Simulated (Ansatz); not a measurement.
# Rh: the cost of one run

Program: Ansatz 0.2.0. Level of theory: DFT PBEsol, scalar-relativistic, plane waves, PAW. These are calculated values, not measurements.

The COD entry's cell or inner coordinates are ideal or old and differ from later refinements, so a difference from it is no clean test against experiment.

1 further run of the same task is left out (set aside as unsound or not needed).

## (1) Starting point

Symmetry: Fm-3m, No. 225, cubic system. Conventional cell: a = 3.780 Å, b = 3.780 Å, c = 3.780 Å, α = 90.00°, β = 90.00°, γ = 90.00°. Around Rh (site symmetry m-3m) lie 12 Rh at 2.67 Å.

Structure file:

```
Rh
1.0
     0.00000    1.88999    1.88999
     1.88999    0.00000    1.88999
     1.88999    1.88999    0.00000
Rh
1
Direct
  0.00000 0.00000 0.00000
```

This cell was relaxed beforehand with the same method: volume 13.50 Å³/atom, gap on the mesh none (metal).

## (2) Static run: bands, density of states and charges

Contents of input.yaml:

```yaml
crystal:
  lattice:
    - [0.0, 1.8899900483, 1.8899900483]
    - [1.8899900483, 0.0, 1.8899900483]
    - [1.8899900483, 1.8899900483, 0.0]
  atoms:
    - { symbol: Rh, position: [0.0, 0.0, 0.0] }
basis:
  ecutwfc: 420
kpoints:
  mp_grid: { grid: [18, 18, 18] }
  band_path:
    path:
      - [[0.0, 0.0, 0.0], [0.5, 0.0, 0.5], [0.625, 0.25, 0.625]]
      - [[0.375, 0.375, 0.75], [0.0, 0.0, 0.0], [0.5, 0.5, 0.5], [0.5, 0.25, 0.75], [0.5, 0.0, 0.5]]
    npoints: 14
hamiltonian:
  xc: pbesol
scf:
  occupations: { method: gaussian, width: 0.1 }
  n_extra_bands: 6
output:
  forces: true
  stress: true
  eigenvalues: true
  populations: true
  dos: { projected: true, de: 0.02, nscf_kmesh: { grid: [27, 27, 27] } }
  bader: true
  write_density: true
  write_potential: true
  elf: true
  volumetric_format: npy
```

Launch:

```
> ansatz run input.yaml --threads 1 --pin off --max-ram 2560MiB --backend cpu --events-out ev --progress --plain --runs-dir out
```

Q: Estimate wall time and peak memory on 1 thread of Intel Xeon Platinum 8259CL at 2.50GHz (Skylake/Cascade Lake), shared host.

About 14 s, with a peak of 0.39 GiB.
